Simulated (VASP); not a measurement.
# MoS2 in VASP: further runs, part 2 of 2

VASP 6.6.1. The steps go on from the part before.

### 4 Phonons, LDA

This run uses another cell than the first one, of 59.43 Å³/atom, 0.980 times its volume.

File POSCAR:

```
MoS2
1.0
    3.1212677523     -0.0000000000      0.0000000000
   -1.5606338762      2.7030971612      0.0000000000
    0.0000000000      0.0000000000     21.1302960000
  S               Mo
     2     1
Direct
     0.3333333300000021    0.6666666699999979    0.4265053612041034
     0.3333333300000021    0.6666666699999979    0.5734946387958965
     0.6666666699999979    0.3333333300000021    0.5000000000000000
```

File INCAR.step1:

```
SYSTEM = MoS2
  ALGO = Fast
  EDIFF = 1E-8
  EDIFFG = -0.002
  ENCUT = 600
  IBRION = 2
  ISIF = 2
  ISMEAR = 0
  LASPH = .TRUE.
  LATTICE_CONSTRAINTS = .TRUE. .TRUE. .FALSE.
  LCHARG = .FALSE.
  LREAL = .FALSE.
  LWAVE = .FALSE.
  NELM = 80
  NSW = 40
  PREC = Accurate
  SIGMA = 0.03
```

File INCAR.step2:

```
SYSTEM = MoS2
  ALGO = Fast
  EDIFF = 1E-8
  ENCUT = 600
  IBRION = 6
  ISIF = 2
  ISMEAR = 0
  LASPH = .TRUE.
  LATTICE_CONSTRAINTS = .TRUE. .TRUE. .FALSE.
  LCHARG = .FALSE.
  LREAL = .FALSE.
  LWAVE = .FALSE.
  NELM = 80
  NFREE = 2
  NSW = 1
  POTIM = 0.015
  PREC = Accurate
  SIGMA = 0.03
```

File KPOINTS:

```
k-points
0
G
  12 12 1
  0 0 0
```

Potentials or basis: VASP PAW LDA potentials, release 64 (S, Mo_sv).

Started as:

```bash
cat potpaw_LDA.64/S/POTCAR potpaw_LDA.64/Mo_sv/POTCAR > POTCAR
cp INCAR.step1 INCAR
mpirun -np 1 vasp_std > vasp.out
cp CONTCAR POSCAR
cp INCAR.step2 INCAR
mpirun -np 1 vasp_std > vasp.out
```

OUTCAR:

```text
SYSTEM = MoS2
   EDIFF = 1E-8
   ENCUT = 600
   IBRION = 6
   ISIF = 2
   ISMEAR = 0
   LASPH = .TRUE.
   LREAL = .FALSE.
   NELM = 80
   NFREE = 2
   NSW = 1
   POTIM = 0.015
   PREC = Accurate

 ion  position               nearest neighbor table
   1  0.333  0.667  0.426-   3 2.38   3 2.38   3 2.38
   2  0.333  0.667  0.574-   3 2.38   3 2.38   3 2.38
   3  0.667  0.333  0.500-   1 2.38   2 2.38   1 2.38   2 2.38   1 2.38   2 2.38

  LATTYP: Found a hexagonal cell.
 ALAT       =     3.1212677523
 C/A-ratio  =     6.7697799987

  Lattice vectors:

 A1 = (   3.1212677523,   0.0000000000,   0.0000000000)
 A2 = (  -1.5606338762,   2.7030971612,   0.0000000000)
 A3 = (   0.0000000000,   0.0000000000,  21.1302960000)

Analysis of symmetry for initial positions (statically):
=====================================================================
 Subroutine PRICEL returns:
 Original cell was already a primitive cell.

 Routine SETGRP: Setting up the symmetry group for a
 hexagonal supercell.

 Subroutine GETGRP returns: Found 12 space group operations
 (whereof 12 operations were pure point group operations)
 out of a pool of 24 trial point group operations.

The static configuration has the point symmetry D_3h.

Analysis of symmetry for dynamics (positions and initial velocities):
=====================================================================
 Subroutine PRICEL returns:
 Original cell was already a primitive cell.

[... 162 lines left out ...]
  -------------------------------------------------------------------------------------
  Total       -0.0050617     -0.0050617     -0.0207679      0.0000000      0.0000000      0.0000000
  in kB       -0.0454890     -0.0454890     -0.1866403      0.0000000      0.0000000      0.0000000
  external PRESSURE =      -0.0925394 kB  Pullay stress =       0.0000000 kB
[... 283 lines left out ...]
--------------------------------------- Ionic step        9  -------------------------------------------

 number of electron      26.0000000 magnetization

 Free energy of the ion-electron system (eV)
  ---------------------------------------------------
  ext. energy  EPLUGINS =         0.00000000
  ---------------------------------------------------
  free energy    TOTEN  =       -24.36388585 eV

  energy without entropy =      -24.36388585  energy(sigma->0) =      -24.36388585

 E-fermi :  -2.1330     XC(G=0):  -3.7534

 val. band max:       -2.3092041553   @ k =   0.3333   0.3333   0.0000
 cond. band min:      -0.4438557219   @ k =   0.3333   0.3333   0.0000
 fundamental gap:      1.8653484334
 Fermi energy:        -2.1329626367

 k-point     1 :       0.0000    0.0000    0.0000
  band No.  band energies     occupation
      1     -62.7142      2.00000
      2     -37.1102      2.00000
      3     -36.8151      2.00000
      4     -36.8151      2.00000
      5     -16.5413      2.00000
      6     -15.1470      2.00000
[... 399 lines left out ...]
  FREE ENERGIE OF THE ION-ELECTRON SYSTEM (eV)
  ---------------------------------------------------
  free  energy   TOTEN  =       -24.3638858459 eV

  energy  without entropy=      -24.3638858459  energy(sigma->0) =      -24.36388585

 INTERNAL STRAIN TENSORS FROM DISPLACED ATOMS
 ============================================

 INTERNAL STRAIN TENSOR FOR ION    1 for displacements in x,y,z  (eV/Angst):
          X           Y           Z          XY          YZ          ZX
  --------------------------------------------------------------------------------
  x     0.00000    -0.00000     0.00000    -3.60693    -0.00000    15.35408
  y    -3.60693     3.60693     0.00000    -0.00000    15.35407    -0.00000
  z    11.01474    11.01474    30.91965    -0.00000     0.00000     0.00000

 INTERNAL STRAIN TENSOR FOR ION    3 for displacements in x,y,z  (eV/Angst):
          X           Y           Z          XY          YZ          ZX
  --------------------------------------------------------------------------------
  x    -0.00000     0.00000    -0.00000     7.19989     0.00000     0.00000
  y     7.19989    -7.19989     0.00000     0.00000     0.00000     0.00000
  z     0.00000     0.00000     0.00000     0.00000     0.00000     0.00000

 Eigenvectors and eigenvalues of the dynamical matrix
 ----------------------------------------------------

   1 f  =   14.317096 THz    89.956970 2PiTHz  477.566933 cm-1    59.210727 meV
             X         Y         Z           dx          dy          dz
     -0.000000  1.802065  9.012003     0.000000    0.000000    0.547416
     -0.000000  1.802065 12.118293    -0.000000   -0.000000    0.547416
      1.560634  0.901032 10.565148     0.000000    0.000000   -0.632987
[... 43 lines left out ...]
   9 f/i=    0.000675 THz     0.004243 2PiTHz    0.022527 cm-1     0.002793 meV
             X         Y         Z           dx          dy          dz
     -0.000000  1.802065  9.012003    -0.412253   -0.174188    0.000000
     -0.000000  1.802065 12.118293    -0.412253   -0.174188   -0.000000
      1.560634  0.901032 10.565148    -0.713169   -0.301332    0.000000

 ELASTIC MODULI CONTR FROM IONIC RELAXATION (kBar)
 Direction    XX          YY          ZZ          XY          YZ          ZX
 --------------------------------------------------------------------------------
 XX        -130.9691    -88.0081   -307.3472      0.0000     -0.0000     -0.0000
 YY         -88.0081   -130.9691   -307.3472      0.0000      0.0000      0.0000
 ZZ        -307.3472   -307.3472   -862.7592      0.0000      0.0000      0.0000
 XY           0.0000      0.0000      0.0000    -21.4805     -0.0000     -0.0000
 YZ          -0.0000      0.0000      0.0000     -0.0000   -428.6217      0.0000
 ZX          -0.0000      0.0000      0.0000     -0.0000      0.0000   -428.6218
 --------------------------------------------------------------------------------
```

OSZICAR.step1:

```text
N       E                     dE             d eps       ncg     rms          rms(c)
DAV:   1     0.204571608582E+03    0.20457E+03   -0.14305E+04   830   0.136E+03
DAV:   2    -0.128336568248E+02   -0.21741E+03   -0.21441E+03   871   0.297E+02
DAV:   3    -0.256127744326E+02   -0.12779E+02   -0.12727E+02   838   0.708E+01
[... 27 lines left out ...]
RMM:   3    -0.243675134883E+02   -0.18168E-06   -0.83835E-07   646   0.742E-03    0.424E-03
RMM:   4    -0.243675133572E+02    0.13116E-06   -0.32522E-07   646   0.428E-03    0.106E-03
RMM:   5    -0.243675133736E+02   -0.16391E-07   -0.55436E-08   538   0.143E-03    0.657E-04
RMM:   6    -0.243675134061E+02   -0.32519E-07   -0.18435E-08   431   0.769E-04    0.167E-04
RMM:   7    -0.243675134013E+02    0.47758E-08   -0.40443E-09   338   0.403E-04
   2 F= -.24367513E+02 E0= -.24367513E+02  d E =-.625092E-06
```

It took 22 min on 1 thread of Intel Xeon Platinum 8488C (Sapphire Rapids), shared host; peak memory 0.56 GiB.

Results:

* Highest phonon frequency at Γ, LO-TO splitting left out: 478 cm⁻¹

Phonon frequencies in cm⁻¹ (negative: imaginary):
```csv
q point,frequencies
"(0.000, 0.000, 0.000)",0 0 0 290 290 392 392 411 478
```

### 5 Phonons, PBE

This run uses another cell than the first one, of 61.83 Å³/atom, 1.019 times its volume.

File POSCAR:

```
MoS2
1.0
    3.1837138662      0.0000000000      0.0000000000
   -1.5918569331      2.7571770819      0.0000000000
    0.0000000000      0.0000000000     21.1302960000
  S               Mo
     2     1
Direct
     0.3333333300000021    0.6666666699999979    0.4260596492386334
     0.3333333300000021    0.6666666699999979    0.5739403507613667
     0.6666666699999979    0.3333333300000021    0.5000000000000000
```

File INCAR.step1:

```
ALGO = Fast ; EDIFF = 1E-8
EDIFFG = -0.002 ; ENCUT = 600
GGA = PE ; IBRION = 2
ISIF = 2 ; ISMEAR = 0
KPAR = 4 ; LASPH = T
LATTICE_CONSTRAINTS = .TRUE. .TRUE. .FALSE. ; LCHARG = F
LREAL = F ; LWAVE = F
NELM = 80 ; NSW = 40
PREC = Accurate ; SIGMA = 0.03
```

File INCAR.step2:

```
ALGO = Fast ; EDIFF = 1E-8
ENCUT = 600 ; GGA = PE
IBRION = 6 ; ISIF = 2
ISMEAR = 0 ; KPAR = 4
LASPH = T ; LATTICE_CONSTRAINTS = .TRUE. .TRUE. .FALSE.
LCHARG = F ; LREAL = F
LWAVE = F ; NELM = 80
NFREE = 2 ; NSW = 1
POTIM = 0.015 ; PREC = Accurate
SIGMA = 0.03
```

File KPOINTS:

```
k-points
0
Gamma
  12 12 1
```

Potentials or basis: VASP PAW PBE potentials, release 64 (S, Mo_sv).

Started as:

```bash
cat potpaw_PBE.64/S/POTCAR potpaw_PBE.64/Mo_sv/POTCAR > POTCAR
cp INCAR.step1 INCAR
mpirun -np 4 vasp_std > vasp.out
cp CONTCAR POSCAR
cp INCAR.step2 INCAR
mpirun -np 4 vasp_std > vasp.out
```

OUTCAR:

```text
EDIFF = 1E-8
   ENCUT = 600
   GGA = PE
   IBRION = 6
   ISIF = 2
   ISMEAR = 0
   LASPH = T
   LREAL = F
   NELM = 80
   NFREE = 2
   NSW = 1
   POTIM = 0.015
   PREC = Accurate

 ion  position               nearest neighbor table
   1  0.333  0.667  0.426-   3 2.41   3 2.41   3 2.41
   2  0.333  0.667  0.574-   3 2.41   3 2.41   3 2.41
   3  0.667  0.333  0.500-   1 2.41   2 2.41   1 2.41   2 2.41   1 2.41   2 2.41

  LATTYP: Found a hexagonal cell.
 ALAT       =     3.1837138662
 C/A-ratio  =     6.6369959387
[... 916 lines left out ...]
  z     9.78077     9.78077    28.77836     0.00000    -0.00000    -0.00000

 INTERNAL STRAIN TENSOR FOR ION    3 for displacements in x,y,z  (eV/Angst):
          X           Y           Z          XY          YZ          ZX
  --------------------------------------------------------------------------------
  x     0.00000     0.00000     0.00000     6.00080     0.00000     0.00000
  y     6.00080    -6.00080     0.00000     0.00000     0.00000     0.00000
  z     0.00000     0.00000     0.00000     0.00000     0.00000     0.00000

 Eigenvectors and eigenvalues of the dynamical matrix
 ----------------------------------------------------

   1 f  =   13.744365 THz    86.358389 2PiTHz  458.462651 cm-1    56.842099 meV
             X         Y         Z           dx          dy          dz
     -0.000000  1.838118  9.002767    -0.000000    0.000000    0.547397
     -0.000000  1.838118 12.127529    -0.000000   -0.000000    0.547397
      1.591857  0.919059 10.565148     0.000000    0.000000   -0.633019
[... 43 lines left out ...]
   9 f/i=    0.000954 THz     0.005994 2PiTHz    0.031821 cm-1     0.003945 meV
             X         Y         Z           dx          dy          dz
     -0.000000  1.838118  9.002767     0.000000   -0.000000   -0.447612
     -0.000000  1.838118 12.127529     0.000000    0.000000   -0.447612
      1.591857  0.919059 10.565148     0.000000    0.000000   -0.774136

 ELASTIC MODULI CONTR FROM IONIC RELAXATION (kBar)
 Direction    XX          YY          ZZ          XY          YZ          ZX
 --------------------------------------------------------------------------------
 XX        -104.9818    -73.4084   -262.4425     -0.0000      0.0000     -0.0000
 YY         -73.4084   -104.9818   -262.4425     -0.0000      0.0000     -0.0000
 ZZ        -262.4425   -262.4425   -772.1956     -0.0000      0.0000     -0.0000
 XY          -0.0000     -0.0000     -0.0000    -15.7867     -0.0000      0.0000
 YZ           0.0000      0.0000      0.0000     -0.0000   -379.4701     -0.0000
 ZX          -0.0000     -0.0000     -0.0000      0.0000     -0.0000   -379.4699
 --------------------------------------------------------------------------------
```

Wall time 6.1 min (4 MPI ranks of AMD EPYC 9R45 (Zen 5), shared host); peak memory 0.65 GiB.

What came out:

```yaml
Highest_phonon_frequency_at_Γ_LO-TO_splitting_left_out: 458 cm⁻¹
```

Phonon frequencies in cm⁻¹ (negative: imaginary):
```tsv
q point	frequencies
(0.000, 0.000, 0.000)	0 0 0 276 276 373 373 396 458
```
